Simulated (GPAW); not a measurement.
# Al (Fm-3m) in GPAW: notebook, part 2 of 2

GPAW 26.7.0. Earlier steps stand in the parts before.

## 3. Equation of state, MS2

run.py

```python
from ase.eos import EquationOfState
from ase.io import Trajectory, read
from ase.units import GPa
from gpaw import GPAW, PW

atoms = read('Al.xyz')

traj = Trajectory('eos.traj', 'w')
volumes, energies = [], []
for x in [0.94, 0.96, 0.98, 1.0, 1.02, 1.04, 1.06]:
    a = atoms.copy()
    a.set_cell(atoms.cell * x**(1 / 3), scale_atoms=True)
    calc = GPAW(mode=PW(600),
                xc='MGGA_X_MS2+GGA_C_REGTPSS',
                kpts={'size': (11, 11, 11), 'gamma': True},
                occupations={'name': 'fermi-dirac', 'width': 0.05},
                nbands=7,
                convergence={'density': 1e-05, 'energy': 1e-05},
                maxiter=150,
                txt=f'eos-{x:.2f}.txt')
    a.calc = calc
    energies.append(a.get_potential_energy(force_consistent=True))
    volumes.append(a.get_volume())
    p = -a.get_stress()[:3].mean() / GPa
    calc.write(f'eos-{x:.2f}.gpw')
    traj.write(a)
    print(f'{x:.2f} {volumes[-1]:10.4f} A^3 {energies[-1]:14.6f} eV {p:9.3f} GPa', flush=True)

v0, e0, B = EquationOfState(volumes, energies, eos='birchmurnaghan').fit()
print(f'V0 = {v0:.4f} A^3, E0 = {e0:.6f} eV, B0 = {B / GPa:.2f} GPa')
```

Al.xyz

```xyz
1
Lattice="0.0000000000 2.0248050000 2.0248050000 2.0248050000 0.0000000000 2.0248050000 2.0248050000 2.0248050000 0.0000000000" Properties=species:S:1:pos:R:3 pbc="T T T"
Al     0.0000000000      0.0000000000      0.0000000000
```

Potentials or basis: GPAW PAW data sets (gpaw-data 1.2.1), pw.

Started as:

```console
$ OMP_NUM_THREADS=1 python run.py
```

The program printed:

```text
__  _  _
 | _ |_)|_||  |
 |__||  | ||/\| - 26.7.0

Input parameters:
  mode=PW(ecut=600.0),
  convergence={'density': 1e-05, 'energy': 1e-05},
  kpts=MonkhorstPack(size=(11, 11, 11), gamma=True),
  maxiter=150,
  nbands=7,
  occupations=Occupations(name='fermi-dirac', width=0.05),
  xc=XC(name='MGGA_X_MS2+GGA_C_REGTPSS')

Diagonalizing LCAO Hamiltonian
Converting LCAO to pw mode

       Al

Atoms  # Å, Bohr magnetons
|   | symbol |        x |        y |        z |    initial magnetic moments |
|---|--------|----------|----------|----------|-----------------------------|
| 0 |     Al | 0.000000 | 0.000000 | 0.000000 | ( 0.0000,  0.0000,  0.0000) |

Unit cell  # Å
| periodic |        x |        y |        z |  lengths |    angles |
|----------|----------|----------|----------|----------|-----------|
|      yes | 0.000000 | 1.983471 | 1.983471 | 2.805051 | 60.000000 |
|      yes | 1.983471 | 0.000000 | 1.983471 | 2.805051 | 60.000000 |
|      yes | 1.983471 | 1.983471 | 0.000000 | 2.805051 | 60.000000 |

Number of symmetries: 48
Symmetry operations  # r_c * U_cc + t_c -> r_c
|    | kind |            matrix            |
|----|------|------------------------------|
|  0 |  σ   |  1, 0, 0,  1, 0,-1,  1,-1, 0 |
|  1 |  C2  |  1, 0, 0,  1,-1, 0,  1, 0,-1 |
|  2 |  E   |  1, 0, 0,  0, 1, 0,  0, 0, 1 |
|  3 |  σ   |  1, 0, 0,  0, 0, 1,  0, 1, 0 |
|  4 |  C4  |  1, 0,-1,  1, 0, 0,  1,-1, 0 |
|  5 |  S6  |  1, 0,-1,  1,-1, 0,  1, 0, 0 |
|  6 |  σ   |  1, 0,-1,  0, 1,-1,  0, 0,-1 |
|  7 |  C3  |  1, 0,-1,  0, 0,-1,  0, 1,-1 |
|  8 |  S6  |  1,-1, 0,  1, 0, 0,  1, 0,-1 |
|  9 |  C4  |  1,-1, 0,  1, 0,-1,  1, 0, 0 |
| 10 |  C3  |  1,-1, 0,  0,-1, 1,  0,-1, 0 |
| 11 |  σ   |  1,-1, 0,  0,-1, 0,  0,-1, 1 |
| 12 |  σ   |  0, 1, 0,  1, 0, 0,  0, 0, 1 |
| 13 |  C4  |  0, 1, 0,  0, 1,-1, -1, 1, 0 |
| 14 |  C3  |  0, 1, 0,  0, 0, 1,  1, 0, 0 |
| 15 |  S6  |  0, 1, 0, -1, 1, 0,  0, 1,-1 |
| 16 |  C2  |  0, 1,-1,  1, 0,-1,  0, 0,-1 |
| 17 |  σ   |  0, 1,-1,  0, 1, 0, -1, 1, 0 |
| 18 |  S4  |  0, 1,-1,  0, 0,-1,  1, 0,-1 |
| 19 |  C4  |  0, 1,-1, -1, 1, 0,  0, 1, 0 |
| 20 |  C3  |  0, 0, 1,  1, 0, 0,  0, 1, 0 |
| 21 |  σ   |  0, 0, 1,  0, 1, 0,  1, 0, 0 |
| 22 |  S6  |  0, 0, 1,  0,-1, 1, -1, 0, 1 |
| 23 |  C4  |  0, 0, 1, -1, 0, 1,  0,-1, 1 |
| 24 |  S4  |  0, 0,-1,  1, 0,-1,  0, 1,-1 |
| 25 |  C3  |  0, 0,-1,  0, 1,-1,  1, 0,-1 |
| 26 |  C2  |  0, 0,-1,  0,-1, 0, -1, 0, 0 |
| 27 |  S6  |  0, 0,-1, -1, 0, 0,  0,-1, 0 |
| 28 |  S4  |  0,-1, 1,  1,-1, 0,  0,-1, 0 |
| 29 |  C4  |  0,-1, 1,  0, 0, 1, -1, 0, 1 |
| 30 |  C2  |  0,-1, 1,  0,-1, 0,  1,-1, 0 |
| 31 |  σ   |  0,-1, 1, -1, 0, 1,  0, 0, 1 |
| 32 |  C3  |  0,-1, 0,  1,-1, 0,  0,-1, 1 |
| 33 |  S6  |  0,-1, 0,  0, 0,-1, -1, 0, 0 |
| 34 |  S4  |  0,-1, 0,  0,-1, 1,  1,-1, 0 |
| 35 |  C2  |  0,-1, 0, -1, 0, 0,  0, 0,-1 |
| 36 |  C2  | -1, 1, 0,  0, 1, 0,  0, 1,-1 |
| 37 |  S6  | -1, 1, 0,  0, 1,-1,  0, 1, 0 |
| 38 |  S4  | -1, 1, 0, -1, 0, 1, -1, 0, 0 |
| 39 |  C3  | -1, 1, 0, -1, 0, 0, -1, 0, 1 |
| 40 |  S6  | -1, 0, 1,  0, 0, 1,  0,-1, 1 |
| 41 |  C2  | -1, 0, 1,  0,-1, 1,  0, 0, 1 |
| 42 |  C3  | -1, 0, 1, -1, 1, 0, -1, 0, 0 |
| 43 |  S4  | -1, 0, 1, -1, 0, 0, -1, 1, 0 |
| 44 |  C2  | -1, 0, 0,  0, 0,-1,  0,-1, 0 |
| 45 |  i   | -1, 0, 0,  0,-1, 0,  0, 0,-1 |
| 46 |  σ   | -1, 0, 0, -1, 1, 0, -1, 0, 1 |
| 47 |  C2  | -1, 0, 0, -1, 0, 1, -1, 1, 0 |

BZ-sampling:
  Number of BZ points: 1331
  Number of IBZ points: 56

  Monkhorst-Pack size: [11, 11, 11]
  Monkhorst-Pack shift: [0, 0, 0]

K-points  # in reciprocal-cell coordinates
|     |                                coordinates |     weight |
|-----|--------------------------------------------|------------|
|   0 | (  0.00000000,   0.00000000,   0.00000000) | 0.00075131 |
|   1 | (  0.09090909,   0.09090909,   0.00000000) | 0.00450789 |
|   2 | (  0.09090909,   0.09090909,   0.09090909) | 0.00601052 |
|   3 | (  0.18181818,   0.09090909,   0.09090909) | 0.00901578 |
|   4 | (  0.18181818,   0.18181818,   0.00000000) | 0.00450789 |
|   5 | (  0.18181818,   0.18181818,   0.09090909) | 0.01803156 |
|   6 | (  0.18181818,   0.18181818,   0.18181818) | 0.00601052 |
|   7 | (  0.27272727,   0.18181818,   0.09090909) | 0.01803156 |
|   8 | (  0.27272727,   0.18181818,   0.18181818) | 0.01803156 |
|   9 | (  0.27272727,   0.27272727,   0.00000000) | 0.00450789 |
| ... |                                            |            |
|  55 | (  0.45454545,   0.45454545,   0.45454545) | 0.00601052 |

Plane wave coefficients: 534
Cutoff: 600.0 eV

Spin-components: 1 (collinear spins)
Bands:           7
Projectors:      5
Spin-degeneracy: 2
Datatype:        complex128

Parallelization:
  kpt:    1
  domain: 1
  band:   1

Density:
  Valence electrons: 3.0
  Components: 1
  Grid points: [16 16 16]
  Charge: 0.0  # |e|

Potential:
  Grid points: [16 16 16]

species:
  Al:
    name:    Aluminium
    Z:       13.0
    valence: 3
    core:    10
    charge:  0.0  # [|e|]
    compensation charges:
      type: gauss
      rc: 0.34  # [Å]
      lmax: 2
    cutoffs:
      filter: 1.91  # [Å]
      core: 2.36  # [Å]
    projectors
    | kind |    occ | energy [eV] | rcut [Å] |
    |------|--------|-------------|----------|
    |   3s |  2.000 |      -7.753 |    1.085 |
    |   3p |  1.000 |      -2.712 |    1.085 |
    |    s |        |      19.459 |    1.085 |
    |    p |        |      24.499 |    1.085 |
    |    d |        |       0.000 |    1.085 |

    Using partial waves for Al as LCAO basis

Reference energy: -6603.423265  # eV

eigensolver:
  PPCG
  Converge bands: occupied
  niter=2

density mixing:
  MSR1-Mixer
  Pratt-step length: 0.05
  Maximum mixing coefficient: 0.75
  Old densities: 10
  SVD Regularization: 0.005
  Good broyden scale: 1.0
  Trust region scale: 1.0
  Backstep threshold: 4.0
  History deletion threshold: 6.0
  Fourier metric: weight=20.0, sigma=0.015

occupation numbers:
  Fermi-Dirac:
    width: 0.0500  # eV

poisson solver:
  ecut: 4800.0  # eV

xc functional:
  name: MGGA_X_MS2+GGA_C_REGTPSS with 2 nearest neighbor stencil

convergence criteria:
- Maximum integral of absolute [dens]ity change: 1e-05 electrons / valence electron
- Maximum [total energy] change in last 3 cyles: 1e-05 eV / valence electron
- Maximum integral of absolute [eigenst]ate change: 4e-08 eV^2 / valence electron
maximum number of iterations: 150

SCF iterations
|iter     | |      energy | eigst |  dens |
|---------|-|-------------|-------|-------|
|iter:   1| |   -8.613399 | -0.12 |       |
|iter:   2| |   -7.558824 | -2.48 | -0.93 |
|iter:   3| |   -7.565423 | -2.70 | -0.98 |
|iter:   4| |   -7.566256 | -3.00 | -1.23 |
|iter:   5| |   -7.565321 | -4.78 | -1.69 |
|iter:   6| |   -7.565401 | -4.49 | -2.42 |
|iter:   7| |   -7.565406 | -6.68 | -3.33 |
|iter:   8| |   -7.565405c| -7.65c| -3.78 |
|iter:   9| |   -7.565405c| -9.06c| -4.91 |
|iter:  10| |   -7.565405c| -8.26c| -5.04c|

Converged in 10 steps
Energy contributions relative to reference atoms: (reference = -6603.423265)

Energy contributions:
  Kinetic:           4.097701
  Coulomb:          -1.775088
  Zero:             -0.023936
  External:          0.000000
  Xc:               -9.862125
  Entropy:          -0.003913
  Spinorbit:         0.000000
  ----------------------------
  Free energy:      -7.567361
  Extrapolated:     -7.565405

dipole moment: (-6.783878, -6.783878, -6.783878)  # |e|*Ang

Fermi level: 7.699
Eigenvalues  # (at kpt = [0.000, 0.000, 0.000])
| band index |      eig [eV] | occ [0-2] |
|------------|---------------|-----------|
|          0 |        -3.988 |     2.000 |
|          1 |        20.813 |     0.000 |
|          2 |        20.813 |     0.000 |
|          3 |        20.813 |     0.000 |
|          4 |        22.873 |     0.000 |
|          5 |        22.873 |     0.000 |
|          6 |        22.873 |     0.000 |

No gap
No difference between direct/indirect transitions

Stress tensor  # eV/Ang^3
|         x |         y |         z |
|-----------|-----------|-----------|
| -0.023839 |  0.000000 | -0.000000 |
|  0.000000 | -0.023839 |  0.000000 |
| -0.000000 |  0.000000 | -0.023839 |

# Writing to eos-0.94.gpw (mode='')
```

Wall time 2.2 min (1 thread of Arm Neoverse V1, shared host); peak memory 0.34 GiB.

What came out:

```
Equilibrium volume : 16.28 Å³/atom (rough: see the caveat)
Bulk modulus       : 83 GPa (rough)
```

Energy against volume, from the lowest point:
| volume (Å³/atom) | energy (meV/atom) |
| --- | --- |
| 15.607 | 7.71 |
| 15.939 | 1.89 |
| 16.271 | 0.00 |
| 16.603 | 1.65 |
| 16.935 | 6.44 |
| 17.267 | 14.09 |
| 17.599 | 24.27 |

Caveat: the points scatter about the fit; the PAW data sets were made with another functional, which shifts forces and pressure a little.

## 4. Band structure, MS2

run.py

```python
from ase.dft.bandgap import bandgap
from ase.io import read, write
from ase.units import GPa
from gpaw import GPAW, PW

atoms = read('Al.xyz')

calc = GPAW(mode=PW(600),
            xc='MGGA_X_MS2+GGA_C_REGTPSS',
            kpts={'size': (11, 11, 11), 'gamma': True},
            occupations={'name': 'fermi-dirac', 'width': 0.05},
            nbands=7,
            convergence={'density': 1e-05, 'energy': 1e-05},
            maxiter=150,
            txt='gpaw.txt')
atoms.calc = calc
energy = atoms.get_potential_energy()
forces = atoms.get_forces()
stress = atoms.get_stress()
calc.write('gs.gpw')
write('result.traj', atoms)
print(f'Energy: {energy:.6f} eV')
print('Forces (eV/A):')
print(forces.round(4))
print('Stress (GPa):', (stress / GPa).round(3))
print('Fermi level:', round(calc.get_fermi_level(), 4), 'eV')
print(f'Gap: {bandgap(calc)[0]:.4f} eV, direct: {bandgap(calc, direct=True)[0]:.4f} eV')

path = atoms.cell.bandpath('GXWKGLUWLK,UX', npoints=80, eps=1e-4)
bs_calc = calc.fixed_density(kpts=path, symmetry='off', nbands=13,
                             convergence={'bands': 'CBM+6.0', 'eigenstates': 1e-6}, txt='bands.txt')
bs = bs_calc.band_structure()
bs.write('bs.json')
print(f'Gap on the path: {bandgap(bs_calc)[0]:.4f} eV')
```

Al.xyz is that of step 3.

Started as:

```console
$ OMP_NUM_THREADS=1 python run.py
```

It took 40 s on 1 thread of Arm Neoverse V1, shared host; peak memory 0.18 GiB.

The run converged. Its results:

```yaml
Free_energy: -7.5734 eV
Pressure: -1.6 GPa
Band_gap_along_the_path: none (metal or under the smearing width)
```

Levels at the corners of the path, in eV from the Fermi level:
```
point  band 1  band 2  band 3  band 4  band 5
    Γ  -11.24   12.71   12.71   12.71   14.30
    X   -2.95   -1.64    5.26    5.67    5.67
    W   -0.85   -0.85    0.15    1.10   15.97
    K   -1.90   -1.38   -0.42    6.65    8.23
    Γ  -11.24   12.71   12.71   12.71   14.30
    L   -4.64   -4.43   11.53   11.53   11.57
    U   -1.90   -1.38   -0.42    6.65    8.23
    W   -0.85   -0.85    0.15    1.10   15.97
    L   -4.64   -4.43   11.53   11.53   11.57
    K   -1.90   -1.38   -0.42    6.65    8.23
    U   -1.90   -1.38   -0.42    6.65    8.23
    X   -2.95   -1.64    5.26    5.67    5.67
```

Caveat: the PAW data sets were made with another functional, which shifts forces and pressure a little.

## 5. Band structure, PBE

run.py

```python
from ase import Atoms
from ase.dft.bandgap import bandgap
from ase.io import write
from gpaw import GPAW

atoms = Atoms(['Al'],
              cell=[[0.0, 2.024805, 2.024805],
                    [2.024805, 0.0, 2.024805],
                    [2.024805, 2.024805, 0.0]],
              scaled_positions=[[0.0, 0.0, 0.0]],
              pbc=True)

calc = GPAW(mode='lcao',
            h=0.2,
            basis='sz(dzp)',
            xc='PBE',
            kpts={'size': (11, 11, 11), 'gamma': True},
            occupations={'name': 'fermi-dirac', 'width': 0.05},
            convergence={'density': 1e-05, 'energy': 1e-05},
            maxiter=150,
            txt='gpaw.txt')
atoms.calc = calc
energy = atoms.get_potential_energy()
forces = atoms.get_forces()
calc.write('gs.gpw')
write('result.traj', atoms)
print(f'Energy: {energy:.6f} eV')
print('Forces (eV/A):')
print(forces.round(4))
print('Fermi level:', round(calc.get_fermi_level(), 4), 'eV')
print(f'Gap: {bandgap(calc)[0]:.4f} eV, direct: {bandgap(calc, direct=True)[0]:.4f} eV')

path = atoms.cell.bandpath('GXWKGLUWLK,UX', npoints=80, eps=1e-4)
bs_calc = calc.fixed_density(kpts=path, symmetry='off', txt='bands.txt')
bs = bs_calc.band_structure()
bs.write('bs.json')
print(f'Gap on the path: {bandgap(bs_calc)[0]:.4f} eV')
```

Potentials or basis: GPAW PAW data sets (gpaw-data 1.2.1), lcao:sz(dzp).

Started as:

```console
$ OMP_NUM_THREADS=1 python run.py
```

Wall time 26 s (1 thread of Arm Neoverse V1, shared host); peak memory 0.12 GiB.

The run converged, but some of its settings lie outside the range that counts as converged, so its numbers aren't taken as properties of the crystal.

Results:

```yaml
Free_energy: -3.0717 eV
Band_gap_along_the_path: none (metal or under the smearing width)
```

Caveat: the real-space grid adds noise to forces; the basis of atomic orbitals isn't converged, which shifts pressures, moduli and gaps.

## 6. The runs side by side

| task | level | potentials or basis | band path | band points | pressure (GPa) |
| --- | --- | --- | --- | --- | --- |
| band structure | PBEsol | PAW data sets generated in the run's folder for this functional, pw | GXWKGLUWLK,UX | 60 | -1.8 |
| equation of state | MS2 | GPAW PAW data sets (gpaw-data 1.2.1), pw | - | - | - |
| band structure | MS2 | GPAW PAW data sets (gpaw-data 1.2.1), pw | GXWKGLUWLK,UX | 80 | -1.6 |

Alike in all rows: no spin polarisation; cell as given; k mesh 11 × 11 × 11; cutoff (eV) 600; smearing fermi-dirac 0.05 eV.

Caveats: the PAW data sets were made with another functional, which shifts forces and pressure a little (some runs); the points scatter about the fit (some runs).

Total energies depend on the potentials used, so only differences within one code and one set of settings carry meaning.
